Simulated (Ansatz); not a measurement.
C7H8O (`OCc1ccccc1`). Total charge 0; spin multiplicity 1.

```xyz
16

O     2.518    0.094   -1.386
C     1.941   -0.611   -0.309
C     0.524   -0.204   -0.007
C     0.131    1.126   -0.125
C    -1.168    1.504    0.173
C    -2.090    0.558    0.600
C    -1.706   -0.769    0.720
C    -0.407   -1.145    0.413
H     1.948   -0.018   -2.152
H     1.980   -1.696   -0.474
H     2.582   -0.397    0.553
H     0.854    1.861   -0.461
H    -1.463    2.543    0.076
H    -3.106    0.855    0.834
H    -2.423   -1.515    1.046
H    -0.113   -2.187    0.497
```

Task: List the harmonic frequencies (cm⁻¹, unscaled) at PBE0-D4/def2-TZVP in Ansatz. (Best estimate.)

Result: The calculation gave: 46, 165, 254, 322, 411, 413, 478, 605, 631, 714, 753, 821, 867, 921, 973, 985, 992, 1023, 1059, 1085, 1120, 1179, 1197, 1208, 1241, 1327, 1365, 1385, 1414, 1493, 1495, 1538, 1653, 1674, 3012, 3076, 3176, 3187, 3197, 3206, 3214, 3850.

Task: Is this a minimum?

Result: Yes, all 42 modes are real.

Task: Give the ideal-gas thermochemistry at 298.15 K and 1 bar (rigid rotor, harmonic oscillator; point group C1, symmetry number 1).

Result: Zero-point energy 351.3 kJ/mol; H(298) − E = 372.2 kJ/mol; entropy 350.4 J/(mol·K), of which translation 167.3, rotation 117.2, vibration 66.0; G(298) − E = 267.7 kJ/mol. Modes under 100 cm⁻¹ are hindered rotations or soft bends, so the harmonic entropy is rough.

Task: And at 400, 500, 600, 800 and 1000 K?

Result: 
```csv
T (K),H − E (kJ/mol),S (J/mol/K),G − E (kJ/mol)
400,386.3,390.9,230.0
500,403.8,429.7,188.9
600,424.1,466.7,144.1
800,471.7,534.8,43.8
1000,525.8,595.1,-69.3
```
